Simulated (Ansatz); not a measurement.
# V_Al in AlN (P6_3mc): charge-transition levels and formation energies

Wanted: the transition levels of a vacancy in AlN (P6_3mc), from a cell of 72 host atoms with 1 Al taken out.

Method: place-levels on r2SCAN runs: charge-transition levels and formation energies with image-charge correction and potential alignment at the atomic sites; PAW set soft_1, in Ansatz 0.2.0.

## (1) Starting point

The cell holds 71 atoms: 35 Al and 36 N. Cell: a = 9.320 Å, b = 9.320 Å, c = 9.956 Å, α = 90.0°, β = 90.0°, γ = 120.0°. It derives from AlN (space group P6_3mc). Nearest the centre at fractional (0.444, 0.556, 0.500): N11 at 1.89 Å, N42 at 1.89 Å, N34 at 1.89 Å, N39 at 1.90 Å, Al9 at 3.07 Å, Al40 at 3.07 Å, Al33 at 3.07 Å, Al13 at 3.07 Å.

As a file:

```xyz
71
Lattice="9.3196 0.0000 0.0000 -4.6598 8.0710 0.0000 0.0000 0.0000 9.9565" Properties=species:S:1:pos:R:3 pbc="T T T"
Al    1.5533    0.8968    2.4852
Al    0.0000    1.7936    4.9743
N     1.5533    0.8968    4.3848
N     0.0000    1.7936    1.8957
Al    1.5533    0.8968    7.4634
Al    0.0000    1.7936    9.9525
N     1.5533    0.8968    9.3631
N     0.0000    1.7936    6.8739
Al    0.0000    3.5871    2.4852
Al   -1.5533    4.4839    4.9743
N     0.0000    3.5871    4.3848
N    -1.5533    4.4839    1.8957
Al    0.0000    3.5871    7.4634
Al   -1.5533    4.4839    9.9525
N     0.0000    3.5871    9.3631
N    -1.5533    4.4839    6.8739
Al   -1.5533    6.2774    2.4852
Al   -3.1065    7.1742    4.9743
N    -1.5533    6.2774    4.3848
N    -3.1065    7.1742    1.8957
Al   -1.5533    6.2774    7.4634
Al   -3.1065    7.1742    9.9525
N    -1.5533    6.2774    9.3631
N    -3.1065    7.1742    6.8739
Al    4.6598    0.8968    2.4852
Al    3.1065    1.7936    4.9743
N     4.6598    0.8968    4.3848
N     3.1065    1.7936    1.8957
Al    4.6598    0.8968    7.4634
Al    3.1065    1.7936    9.9525
N     4.6598    0.8968    9.3631
N     3.1065    1.7936    6.8739
Al    3.1065    3.5871    2.4852
N     3.1065    3.5871    4.3848
N     1.5533    4.4839    1.8957
Al    3.1065    3.5871    7.4634
Al    1.5533    4.4839    9.9525
N     3.1065    3.5871    9.3631
N     1.5533    4.4839    6.8739
Al    1.5533    6.2774    2.4852
Al    0.0000    7.1742    4.9743
N     1.5533    6.2774    4.3848
N     0.0000    7.1742    1.8957
Al    1.5533    6.2774    7.4634
Al    0.0000    7.1742    9.9525
N     1.5533    6.2774    9.3631
N     0.0000    7.1742    6.8739
Al    7.7663    0.8968    2.4852
Al    6.2130    1.7936    4.9743
N     7.7663    0.8968    4.3848
N     6.2130    1.7936    1.8957
Al    7.7663    0.8968    7.4634
Al    6.2130    1.7936    9.9525
N     7.7663    0.8968    9.3631
N     6.2130    1.7936    6.8739
Al    6.2130    3.5871    2.4852
Al    4.6598    4.4839    4.9743
N     6.2130    3.5871    4.3848
N     4.6598    4.4839    1.8957
Al    6.2130    3.5871    7.4634
Al    4.6598    4.4839    9.9525
N     6.2130    3.5871    9.3631
N     4.6598    4.4839    6.8739
Al    4.6598    6.2774    2.4852
Al    3.1065    7.1742    4.9743
N     4.6598    6.2774    4.3848
N     3.1065    7.1742    1.8957
Al    4.6598    6.2774    7.4634
Al    3.1065    7.1742    9.9525
N     4.6598    6.2774    9.3631
N     3.1065    7.1742    6.8739
```

The host's dielectric constants go in as inputs: (4.49, 4.49, 4.72) for the electrons alone, (8.15, 8.15, 9.65) with the ions, computed on the host (DFPT, PBEsol, on the r2SCAN cell), and a cell off the functional's own equilibrium shifts the ionic part.

The cell's shortest repeat is 9.3 Å.

## (2) Charge states

Levels follow from differences of total energies between charge states, each relaxed by itself.

Random displacements of about 0.05 Å break the site symmetry at the start, so that the relaxation can reach a distorted minimum if there is one. Forces are taken at one point at (¼, ¼, ¼). The cell holds 3 electrons more than the neutral one, with a uniform background that keeps it neutral on the whole.

The sampling was tested on the host first: at the k-points planned (1x1x1 shifted 0.25 0.25 0.25) its energy lies -0.014 eV an atom from the dense-mesh value, under the bound of 0.02 eV set for this test; that bounds the host's error, not the defect's.

One of the inputs; charge, spin and start change from state to state.

Input file qm3.relax/input.yaml:

```yaml
crystal:
  lattice:
    - [9.31956554, 9.0e-08, 0.0]
    - [-4.65978284, 8.07098046, 0.0]
    - [0.0, 0.0, 9.95647772]
  atoms:
    - { symbol: Al, position: [0.22222222, 0.11111111, 0.24960167] }
    - { symbol: Al, position: [0.11111111, 0.22222222, 0.49960167] }
    - { symbol: "N", position: [0.22222222, 0.11111111, 0.44039833] }
    - { symbol: "N", position: [0.11111111, 0.22222222, 0.19039833] }
    - { symbol: Al, position: [0.22222222, 0.11111111, 0.74960167] }
    - { symbol: Al, position: [0.11111111, 0.22222222, 0.99960167] }
    - { symbol: "N", position: [0.22222222, 0.11111111, 0.94039833] }
    - { symbol: "N", position: [0.11111111, 0.22222222, 0.69039833] }
    - { symbol: Al, position: [0.22222222, 0.44444444, 0.24960167] }
    - { symbol: Al, position: [0.11111111, 0.55555556, 0.49960167] }
    - { symbol: "N", position: [0.22222222, 0.44444444, 0.44039833] }
    - { symbol: "N", position: [0.11111111, 0.55555556, 0.19039833] }
    - { symbol: Al, position: [0.22222222, 0.44444444, 0.74960167] }
    - { symbol: Al, position: [0.11111111, 0.55555556, 0.99960167] }
    - { symbol: "N", position: [0.22222222, 0.44444444, 0.94039833] }
    - { symbol: "N", position: [0.11111111, 0.55555556, 0.69039833] }
    - { symbol: Al, position: [0.22222222, 0.77777778, 0.24960167] }
    - { symbol: Al, position: [0.11111111, 0.88888889, 0.49960167] }
    - { symbol: "N", position: [0.22222222, 0.77777778, 0.44039833] }
    - { symbol: "N", position: [0.11111111, 0.88888889, 0.19039833] }
    - { symbol: Al, position: [0.22222222, 0.77777778, 0.74960167] }
    - { symbol: Al, position: [0.11111111, 0.88888889, 0.99960167] }
    - { symbol: "N", position: [0.22222222, 0.77777778, 0.94039833] }
    - { symbol: "N", position: [0.11111111, 0.88888889, 0.69039833] }
    - { symbol: Al, position: [0.55555556, 0.11111111, 0.24960167] }
    - { symbol: Al, position: [0.44444444, 0.22222222, 0.49960167] }
    - { symbol: "N", position: [0.55555556, 0.11111111, 0.44039833] }
    - { symbol: "N", position: [0.44444444, 0.22222222, 0.19039833] }
    - { symbol: Al, position: [0.55555556, 0.11111111, 0.74960167] }
    - { symbol: Al, position: [0.44444444, 0.22222222, 0.99960167] }
    - { symbol: "N", position: [0.55555556, 0.11111111, 0.94039833] }
    - { symbol: "N", position: [0.44444444, 0.22222222, 0.69039833] }
    - { symbol: Al, position: [0.55555556, 0.44444444, 0.24960167] }
    - { symbol: "N", position: [0.55555556, 0.44444444, 0.44039833] }
    - { symbol: "N", position: [0.44444444, 0.55555556, 0.19039833] }
    - { symbol: Al, position: [0.55555556, 0.44444444, 0.74960167] }
    - { symbol: Al, position: [0.44444444, 0.55555556, 0.99960167] }
    - { symbol: "N", position: [0.55555556, 0.44444444, 0.94039833] }
    - { symbol: "N", position: [0.44444444, 0.55555556, 0.69039833] }
    - { symbol: Al, position: [0.55555556, 0.77777778, 0.24960167] }
    - { symbol: Al, position: [0.44444444, 0.88888889, 0.49960167] }
    - { symbol: "N", position: [0.55555556, 0.77777778, 0.44039833] }
    - { symbol: "N", position: [0.44444444, 0.88888889, 0.19039833] }
    - { symbol: Al, position: [0.55555556, 0.77777778, 0.74960167] }
    - { symbol: Al, position: [0.44444444, 0.88888889, 0.99960167] }
    - { symbol: "N", position: [0.55555556, 0.77777778, 0.94039833] }
    - { symbol: "N", position: [0.44444444, 0.88888889, 0.69039833] }
    - { symbol: Al, position: [0.88888889, 0.11111111, 0.24960167] }
    - { symbol: Al, position: [0.77777778, 0.22222222, 0.49960167] }
    - { symbol: "N", position: [0.88888889, 0.11111111, 0.44039833] }
    - { symbol: "N", position: [0.77777778, 0.22222222, 0.19039833] }
    - { symbol: Al, position: [0.88888889, 0.11111111, 0.74960167] }
    - { symbol: Al, position: [0.77777778, 0.22222222, 0.99960167] }
    - { symbol: "N", position: [0.88888889, 0.11111111, 0.94039833] }
    - { symbol: "N", position: [0.77777778, 0.22222222, 0.69039833] }
    - { symbol: Al, position: [0.88888889, 0.44444444, 0.24960167] }
    - { symbol: Al, position: [0.77777778, 0.55555556, 0.49960167] }
    - { symbol: "N", position: [0.88888889, 0.44444444, 0.44039833] }
    - { symbol: "N", position: [0.77777778, 0.55555556, 0.19039833] }
    - { symbol: Al, position: [0.88888889, 0.44444444, 0.74960167] }
    - { symbol: Al, position: [0.77777778, 0.55555556, 0.99960167] }
    - { symbol: "N", position: [0.88888889, 0.44444444, 0.94039833] }
    - { symbol: "N", position: [0.77777778, 0.55555556, 0.69039833] }
    - { symbol: Al, position: [0.88888889, 0.77777778, 0.24960167] }
    - { symbol: Al, position: [0.77777778, 0.88888889, 0.49960167] }
    - { symbol: "N", position: [0.88888889, 0.77777778, 0.44039833] }
    - { symbol: "N", position: [0.77777778, 0.88888889, 0.19039833] }
    - { symbol: Al, position: [0.88888889, 0.77777778, 0.74960167] }
    - { symbol: Al, position: [0.77777778, 0.88888889, 0.99960167] }
    - { symbol: "N", position: [0.88888889, 0.77777778, 0.94039833] }
    - { symbol: "N", position: [0.77777778, 0.88888889, 0.69039833] }
  host:
    repeats: [3, 3, 2]
    atoms:
      - { symbol: Al, position: [0.66666667, 0.33333333, 0.49920333] }
      - { symbol: Al, position: [0.33333333, 0.66666667, 0.99920333] }
      - { symbol: "N", position: [0.66666667, 0.33333333, 0.88079667] }
      - { symbol: "N", position: [0.33333333, 0.66666667, 0.38079667] }
total_charge: -3
basis:
  ecutwfc: 500
  xc_grid: 2
hamiltonian:
  xc: r2scan
  pseudopotentials: { kind: paw, azcp: { folder: soft_1 } }
kpoints:
  mp_grid: { grid: [1, 1, 1], shift: [0.25, 0.25, 0.25] }
scf:
  occupations: { method: fixed }
  max_iter: 100
output:
  forces: true
  charged_corrections:
    epsilon: [4.49, 4.49, 4.72]
    static_epsilon: [8.15, 8.15, 9.65]
    defect_position: [0.444444, 0.555556, 0.499602]
relax:
  f_tol: 0.02
  max_steps: 80
  random_displacement: { amplitude: 0.05, seed: 5762 }
checkpoint:
  write: "../qm3.relax.run"
  compress: false
  write_wavefunctions: true
  write_every: 100000
```

On the command line:

```bash
> ansatz run input.yaml --threads 4 --pin off --max-ram 15073MiB --backend cpu --events-out ev --progress --plain --runs-dir out
```

Defect states can disperse in a cell of this size, so the energy is taken again at a 2×2×2 shifted mesh, on the relaxed structure.

The run of this state that the levels use, under r2SCAN:

Input file qm3.point/input.yaml:

```yaml
crystal:
  checkpoint: "../qm3.relax.run"
  host: checkpoint
total_charge: -3
basis:
  ecutwfc: 500
  xc_grid: 2
hamiltonian:
  xc: r2scan
  pseudopotentials: { kind: paw, azcp: { folder: soft_1 } }
kpoints:
  mp_grid: { grid: [2, 2, 2], shift: [0.5, 0.5, 0.5] }
scf:
  occupations: { method: fermi_dirac, width: 0.01 }
  max_iter: 100
output:
  forces: true
  eigenvalues: true
  charged_corrections:
    epsilon: [4.49, 4.49, 4.72]
    static_epsilon: [8.15, 8.15, 9.65]
    defect_position: [0.444444, 0.555556, 0.499602]
  eigenstates: { localisation: true }
  populations: true
  band_densities: [{ bands: [v1, v1] }, { bands: [c1, c1] }]
  write_density: true
  write_potential: true
  volumetric_format: npy
checkpoint:
  read: "../qm3.relax.run"
  write: "../qm3.point.run"
  compress: false
  write_wavefunctions: false
  write_every: 100000
```

Relaxations under r2SCAN at one point at (¼, ¼, ¼); times on 4 threads of Arm Neoverse V2, shared host:

```csv
charge,moment (μB),occupations,outcome,steps,largest displacement against the far atoms (Å),time
−3,0,fixed,converged,7,0.30,82 s
−2,1,fixed,converged,8,0.26,4.5 min
−1,0,fixed,not converged,-,-,68 s
−1,0,fermi-dirac,converged,6,0.21,1.9 min
−1,2,fixed,converged,7,0.20,3.9 min
0,1,fixed,converged,7,0.26,3.4 min
0,3,fixed,converged,7,0.21,3.1 min
+1,0,fixed,converged,7,0.28,95 s
+1,2,fixed,converged,5,0.25,2.3 min
```

Single points under r2SCAN at a 2×2×2 shifted mesh; times on 4 threads of Arm Neoverse V2, shared host:

```csv
charge,moment (μB),occupations,outcome,time
−3,0,fermi-dirac,converged,66 s
−2,1,fermi-dirac,converged,3.8 min
−1,0,fermi-dirac,converged,88 s
−1,2,fermi-dirac,converged,3.5 min
0,1,fermi-dirac,converged,2.8 min
0,3,fermi-dirac,converged,2.7 min
+1,0,fermi-dirac,converged,78 s
+1,2,fermi-dirac,converged,2.5 min
```

Distances (Å) from the ideal centre to the nearest atoms after relaxation with r2SCAN:

```csv
charge,moment (μB),1.,2.,3.,4.,5.,6.
−3,0,N 2.05,N 2.07,N 2.07,N 2.21,Al 3.01,Al 3.01
−2,1,N 2.07,N 2.07,N 2.10,N 2.16,Al 3.03,Al 3.03
−1,0,N 2.09,N 2.09,N 2.09,N 2.12,Al 3.04,Al 3.04
−1,2,N 2.05,N 2.07,N 2.09,N 2.09,Al 3.02,Al 3.03
0,1,N 2.06,N 2.06,N 2.07,N 2.14,Al 3.07,Al 3.07
0,3,N 2.05,N 2.06,N 2.09,N 2.10,Al 3.06,Al 3.06
+1,0,N 2.10,N 2.14,N 2.15,N 2.17,N 3.06,Al 3.07
+1,2,N 2.11,N 2.13,N 2.14,N 2.14,N 3.07,Al 3.11
```

(Part 1 of 2 ends here.)

[Logs are printed without paths, hosts, clocks, repeated set-up lines and the standing remarks that a program may print on its own settings, such as how far it seeks lower states.]

[Hosts, paths, dates, database ids (printed as entryN), source tags and the programs' standing remarks are cut or masked in the printed files.]

[Where a table of states has a column of steps, it counts the stored structures, which are thinned; the runs took as many ionic steps or more.]

[A defect's name tells the site on which it was built; relaxed atoms can leave that site.]

[For some hosts the program warned that the k-mesh of the response run may be too coarse for force constants and the static dielectric constant; such warnings are not shown here.]
